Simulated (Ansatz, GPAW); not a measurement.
This is a calculation of InP for Ansatz 0.2.0. 

input.yaml

```yaml
crystal:
  lattice:
    - [0.0, 2.9305, 2.9305]
    - [2.9305, 0.0, 2.9305]
    - [2.9305, 2.9305, 0.0]
  atoms:
    - { symbol: In, position: [0.0, 0.0, 0.0] }
    - { symbol: P, position: [0.75, 0.75, 0.75] }
hamiltonian:
  xc: pbe
  pseudopotentials: { kind: paw }
kpoints:
  mp_grid: { grid: [8, 8, 8] }
scf:
  occupations: { method: gaussian, width: 0.023 }
output:
  forces: true
  stress: true
  eigenvalues: true
  write_density: true
  write_potential: true
  elf: true
  volumetric_format: npy
```

Potentials or basis: Ansatz PAW.

Run with:

```console
$ ansatz run input.yaml --threads 2 --pin off --max-ram 5632MiB --backend cpu --events-out ev --progress --plain --runs-dir out
```

Question: What does the same run look like in GPAW 26.7.0 (ASE script)? Potentials or basis there: GPAW PAW data sets (gpaw-data 1.2.1), cutoff 600 eV.

Answer: As run (cutoffs and basis follow the program's own potentials, and thresholds, step limits or extra output files can differ):

The input run.py:

```python
from ase.dft.bandgap import bandgap
from ase.io import read, write
from ase.units import GPa
from gpaw import GPAW, PW

atoms = read('InP.xyz')

calc = GPAW(mode=PW(600),
            xc='PBE',
            kpts={'size': (8, 8, 8), 'gamma': True},
            occupations={'name': 'methfessel-paxton', 'order': 0, 'width': 0.023},
            nbands=18,
            convergence={'density': 1e-05, 'energy': 1e-05},
            maxiter=150,
            txt='gpaw.txt')
atoms.calc = calc
energy = atoms.get_potential_energy()
forces = atoms.get_forces()
stress = atoms.get_stress()
calc.write('gs.gpw')
write('result.traj', atoms)
print(f'Energy: {energy:.6f} eV')
print('Forces (eV/A):')
print(forces.round(4))
print('Stress (GPa):', (stress / GPa).round(3))
print('Fermi level:', round(calc.get_fermi_level(), 4), 'eV')
print(f'Gap: {bandgap(calc)[0]:.4f} eV, direct: {bandgap(calc, direct=True)[0]:.4f} eV')
```

InP.xyz

```xyz
2
Lattice="0.0000000000 2.9305000000 2.9305000000 2.9305000000 0.0000000000 2.9305000000 2.9305000000 2.9305000000 0.0000000000" Properties=species:S:1:pos:R:3 pbc="T T T"
In     0.0000000000      0.0000000000      0.0000000000
P      4.3957500000      4.3957500000      4.3957500000
```

Potentials or basis: GPAW PAW data sets (gpaw-data 1.2.1), pw.

Command:

```sh
$ OMP_NUM_THREADS=1 python run.py
```

Both were run:

|  | Ansatz | GPAW |
| --- | --- | --- |
| Pressure | 3.3 GPa | 3.0 GPa |

Ansatz's pressure holds a Pulay term of +0.04 GPa for its cutoff of 420 eV, which the other run lacks.

Where Ansatz's input types no cutoff or centring, it takes its own default and a Γ-centred mesh.

Pressure is positive in compression.
